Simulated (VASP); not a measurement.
# BP in VASP: how settings move the r2SCAN relaxation

The r2SCAN relaxation of BP (rocksalt) is repeated with altered inputs. Which of them can be trusted? This is a trial cell built on a prototype, not taken from a measured structure, and it needn't be the compound's ground state.

Code: VASP 6.6.1. PAW datasets, plane waves. (Calculated; spin-unpolarised; the phase may be known or hypothetical.)

**1. The system as given**

The cell comes from an earlier relaxation with PBE in another program. Some of the altered inputs switch spin polarisation on.

It is cubic, Fm-3m (No. 225); conventional cell a = 4.313 Å, 10.03 Å³ an atom. Around B lie 6 P at 2.16 Å; around P lie 6 B at 2.16 Å.

The structure in full:

```xyz
2
Lattice="0.0000 2.1563 2.1563 2.1563 0.0000 2.1563 2.1563 2.1563 0.0000" Properties=species:S:1:pos:R:3 pbc="T T T"
B     0.0000    0.0000    0.0000
P     2.1563    2.1563    2.1563
```

**2. The reference run**

INCAR reads:

```
ENCUT = 600.000000
SIGMA = 0.020000
EDIFF = 1.00e-07
EDIFFG = -5.00e-03
ALGO = Normal
METAGGA = R2SCAN
PREC = Accurate
IBRION = 2
ISIF = 3
ISMEAR = -1
NBANDS = 11
NELM = 120
NSW = 40
LASPH = .TRUE.
LCHARG = .FALSE.
LWAVE = .FALSE.
LREAL = .FALSE.
```

KPOINTS reads:

```
KPOINTS created by Atomic Simulation Environment
0
Gamma
10 10 10
0 0 0
```

POSCAR reads:

```
B  P
 1.0000000000000000
     0.0000000000000000    2.1562587605723387    2.1562587605723387
     2.1562587605723387    0.0000000000000000    2.1562587605723387
     2.1562587605723387    2.1562587605723387    0.0000000000000000
 B   P
   1   1
Cartesian
  0.0000000000000000 -0.0000000000000000 -0.0000000000000000
  2.1562587605723387  2.1562587605723387  2.1562587605723387
```

Potentials: the recommended PBE PAW datasets, 8 valence electrons.

Command:

```sh
$ mpirun -np 1 vasp_std
```

**3. Altered input 1**

INCAR, as its differences from that of step 2:

```diff
@@ -11,3 +11,2 @@
 NBANDS = 11
-NELM = 120
 NSW = 40
@@ -17 +16,3 @@
 LREAL = .FALSE.
+PSTRESS = -30
+NELM = 65
```

KPOINTS is that of step 2.

POSCAR is that of step 2.

**4. Altered input 2**

INCAR, as its differences from that of step 2:

```diff
@@ -11,3 +11,2 @@
 NBANDS = 11
-NELM = 120
 NSW = 40
@@ -17 +16,5 @@
 LREAL = .FALSE.
+ISPIN = 2
+MAGMOM = -3 3
+NELMDL = -8
+NELM = 81
```

KPOINTS is that of step 2.

POSCAR is that of step 2.

**5. Altered input 3**

INCAR, as its differences from that of step 2:

```diff
@@ -11,4 +11,2 @@
 NBANDS = 11
-NELM = 120
-NSW = 40
 LASPH = .TRUE.
@@ -17 +15,5 @@
 LREAL = .FALSE.
+NELM = 65
+NSW = 30
+ISPIN = 2
+MAGMOM = 1.0
```

KPOINTS is that of step 2.

POSCAR is that of step 2.

What does the calculation give? Wanted: for each run, changed; ending; energy change; volume; electronic steps; usable.

As calculated:

| run | changed | ending | energy change (meV/atom) | volume (Å³/atom) | electronic steps | time | usable |
| --- | --- | --- | --- | --- | --- | --- | --- |
| ref. | – | converged | 0 | 9.990 | 24 | 54 s | yes |
| 1 | PSTRESS = -30, NELM = 65 | converged | – | 10.217 | 25 | 52 s | yes |
| 2 | ISPIN = 2, MAGMOM = -3 3, NELMDL = -8, NELM = 81 | converged | -0.3 | 10.010 | 29 | 89 s | yes |
| 3 | ISPIN = 2, MAGMOM = 1 | refused | – | – | – | 0.8 s | no |

**Reading.** Of 3 altered inputs, 1 gave no result, 2 gave usable results. «ISPIN = 2, MAGMOM = -3 3, NELMDL = -8, NELM = 81» moves the energy by -0.3 meV/atom.
